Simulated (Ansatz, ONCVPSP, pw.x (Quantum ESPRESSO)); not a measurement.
Which W potential is closest to all-electron in the fcc crystal?

All use PBE, scalar-relativistic, no spin, cutoffs from each file’s atomic test, pw.x 7.5; 14³ k-points, Fermi–Dirac smearing 0.01 Ry. Δ is the rms difference from all-electron LAPW of the E(V) curves that follow from fits to the pressures, over ±6 % in volume. Mesh and smearing are coarse and serve the comparison alone. The files are a selection: those with a ghost or negative overlap were mostly not run, and those with noisy or unconverged pressures or nearly equal Δ are left out.

All-electron: a0 = 4.039 Å (V0 = 16.47 Å³/atom), B0 = 280.9 GPa.

Q: Rank them by Δ, smallest first.
A. optimised norm-conserving Vanderbilt (ONCV), ONCVPSP 4.0.1.1 (patched build), PBE; core [Kr] 4d10 4f14, reference 5s2 5p6 5d4 6s2; waves: 5s+6s: rc 1.95 bohr, ncon 4, nbas 8, qcut 7 1/bohr, 2 projectors; 5p: rc 1.75 bohr, ncon 4, nbas 8, qcut 6.1 1/bohr, 2 projectors, debl 1.3 Ha; 5d: rc 2.90 bohr, ncon 4, nbas 8, qcut 6.3 1/bohr, 2 projectors, debl 1.7 Ha; f scattering state at 0.09 Ha: rc 2.70 bohr, ncon 4, nbas 8, qcut 3.9 1/bohr, 1 projector; local part: polynomial inside 1.25 bohr (lpopt 4, dvloc0 3 Ha); core correction: none. In the p channel the program set the typed energies aside and used -1.588, 0.250 Ha.
B. optimised norm-conserving Vanderbilt (ONCV), ONCVPSP 4.0.1.1 (patched build), PBE; core [Kr] 4d10 4f14, reference 5s2 5p6 5d4 6s1.5 6p0.5; waves: 5s+6s: rc 1.85 bohr, ncon 5, nbas 8, qcut 6 1/bohr, 2 projectors; 5p+6p: rc 2.25 bohr, ncon 5, nbas 8, qcut 5.9 1/bohr, 2 projectors; 5d: rc 2.35 bohr, ncon 3, nbas 7, qcut 6.8 1/bohr, 2 projectors, debl 3.1 Ha; local part: polynomial inside 1.65 bohr (lpopt 5, dvloc0 -1 Ha); core correction: none.
C. optimised norm-conserving Vanderbilt (ONCV), ONCVPSP 4.0.1.1 (patched build), PBE; core [Kr] 4d10 4f14, reference 5s2 5p6 5d4 6s2; waves: 5s+6s: rc 1.40 bohr, ncon 4, nbas 8, qcut 7.5 1/bohr, 2 projectors; 5p: rc 1.75 bohr, ncon 4, nbas 7, qcut 6.7 1/bohr, 2 projectors, debl 3.4 Ha; 5d: rc 1.85 bohr, ncon 3, nbas 8, qcut 4.8 1/bohr, 2 projectors, debl 2.8 Ha; local part: polynomial inside 1.30 bohr (lpopt 5, dvloc0 -1 Ha); core correction: Teter function, fcfact 3, rcfact 1.5.

A: A (1.3 meV/atom), B (9.8 meV/atom), C (15.6 meV/atom).
